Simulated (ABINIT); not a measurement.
Input of an ABINIT 10.8.3 (patched build) run:

File run.abi:

```
# Datasets: ground state, then fixed potential
ndtset 2

# Pseudopotentials
pp_dirpath "./"
pseudos "Pb.GGA_PBE-JTH_sp.xml, Te.GGA_PBE-JTH.xml"

# Structure
acell 4.56932402 4.56932402 4.56932402 Angstrom
rprim
     0.0000000000     0.7071067812     0.7071067812
     0.7071067812     0.0000000000     0.7071067812
     0.7071067812     0.7071067812     0.0000000000
ntypat 2
znucl 82 52
natom 2
typat 1 2
xred
     0.0000000000     0.0000000000     0.0000000000
     0.5000000000     0.5000000000     0.5000000000

# Plane-wave basis
ecut 15.0
pawecutdg 30.0

# Exchange and correlation
ixc -144130

# Bands and occupations
occopt 3
tsmear 0.05 eV

# SCF cycle
nstep 100

# Output
iomode 3
prtwf 0
prteig 0
prtebands 0
prtden1 1
prtvha1 1
prtvclmb1 1
prtpot1 1

# Dataset 1
kptopt1 1
ngkpt1 7 7 7
nshiftk1 1
shiftk1 0.0 0.0 0.0
nband1 9
tolvrs1 1.0e-9

# Dataset 2: bands along G-X-W-K-G-L-U-W-L-K
iscf2 -2
getden2 1
nband2 13
nbdbuf2 2
tolwfr2 1.0e-12
kptopt2 -9
ndivsm2 6
prteig2 1
prtvol2 -3
kptbounds2
     0.0000000000     0.0000000000     0.0000000000
     0.5000000000     0.0000000000     0.5000000000
     0.5000000000     0.2500000000     0.7500000000
     0.3750000000     0.3750000000     0.7500000000
     0.0000000000     0.0000000000     0.0000000000
     0.5000000000     0.5000000000     0.5000000000
     0.6250000000     0.2500000000     0.6250000000
     0.5000000000     0.2500000000     0.7500000000
     0.5000000000     0.5000000000     0.5000000000
     0.3750000000     0.3750000000     0.7500000000
```

Potentials or basis: JTH PAW PBE v2.0 sp.

The run is started by

```bash
$ abinit run.abi > log 2>&1
```

Question: Predict the band gap along the path.

Answer: 0.73 eV, direct.

Question: Estimate the pressure.

Answer: 5.0 GPa.

Levels at the corners of the path, in eV from the Fermi level:
| point | band 3 | band 4 | band 5 | band 6 | band 7 | band 8 |
| --- | --- | --- | --- | --- | --- | --- |
| Γ | -1.74 | -1.74 | -1.74 | 3.68 | 3.68 | 3.68 |
| X | -4.89 | -3.20 | -3.20 | 2.99 | 5.05 | 5.05 |
| W | -4.19 | -4.19 | -0.77 | 1.22 | 4.89 | 4.89 |
| K | -4.52 | -2.71 | -2.50 | 3.18 | 3.32 | 4.80 |
| Γ | -1.74 | -1.74 | -1.74 | 3.68 | 3.68 | 3.68 |
| L | -1.31 | -1.31 | -0.41 | 0.33 | 0.81 | 0.81 |
| U | -4.52 | -2.71 | -2.50 | 3.18 | 3.32 | 4.80 |
| W | -4.19 | -4.19 | -0.77 | 1.22 | 4.89 | 4.89 |
| L | -1.31 | -1.31 | -0.41 | 0.33 | 0.81 | 0.81 |
| K | -4.52 | -2.71 | -2.50 | 3.18 | 3.32 | 4.80 |

Caveat: this odd mesh misses L, where the gap lies, so gap, dielectric constants and Born charges aren't listed; the PAW data sets were made with another functional, which shifts forces and pressure a little; spin-orbit coupling is left out, which moves the levels of the heavy elements; this set keeps more shells in the core, which shifts pressures and gaps.

**The experiment to reproduce.**

From a printed reference work, monograph, for a bulk crystal of TePb at 4.2 K: band gap 0.19 eV (direct).

A measured gap of TePb is 0.19 eV (direct; 4.2 K; a printed reference work, monograph); the calculated 0.73 eV misses it by +0.54 eV. Spin-orbit coupling on Pb, Te is left out. The value is that of rPW86PBE, without temperature or zero-point motion.
